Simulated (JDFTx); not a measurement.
The system is Cu.

```
Cu
1.0
     0.00000    1.80750    1.80750
     1.80750    0.00000    1.80750
     1.80750    1.80750    0.00000
Cu
1
Cartesian
  0.0000 0.0000 0.0000
```

| Quantity | Value |
| --- | --- |
| Program | JDFTx 1.7.0 (patched build) |
| Task | relaxation of cell and atoms |
| Functional | PBEsol |
| Potentials or basis | SG15-PBE-1.2 with smoothed tails |
| Cutoff | 1361 eV |
| Density cutoff | 5442 eV |
| k mesh | 6 × 6 × 6 |
| Occupations | fermi-dirac, width 0.05 eV |
| Spin | no spin polarisation |

At the start: pressure -5.8 GPa; volume 11.81 Å³/atom.

Problem. How do energy, volume and symmetry change on relaxing?

Solution. Over 5 steps the energy falls by 8.3 meV/atom and the volume is 11.37 Å³/atom (-3.7 %); space group Fm-3m (No. 225, to 0.05 Å).

Step by step:
```tsv
step	energy change (eV)	largest force (eV/Å)	pressure (GPa)	volume (Å³)
1	0.0000	0.0000	-5.79	11.81
2	-0.0029	0.0000	-4.70	11.72
3	-0.0083	0.0000	0.02	11.37
4	-0.0083	0.0000	-0.03	11.37
5	-0.0083	0.0000	-0.01	11.37
```

Final structure:
```cif
data_structure
_symmetry_space_group_name_H-M 'P 1'
_symmetry_Int_Tables_number 1
_cell_length_a 2.5242
_cell_length_b 2.5242
_cell_length_c 2.5242
_cell_angle_alpha 60.000
_cell_angle_beta 60.000
_cell_angle_gamma 60.000
_cell_volume 11.37
loop_
_atom_site_label
_atom_site_type_symbol
_atom_site_fract_x
_atom_site_fract_y
_atom_site_fract_z
_atom_site_occupancy
Cu1 Cu 0.00000 0.00000 0.00000 1
```

Caveat: the k mesh is coarse (spacing up to 0.50 Å⁻¹), so the values aren't converged; the potentials were made for another functional, which shifts forces and pressure.
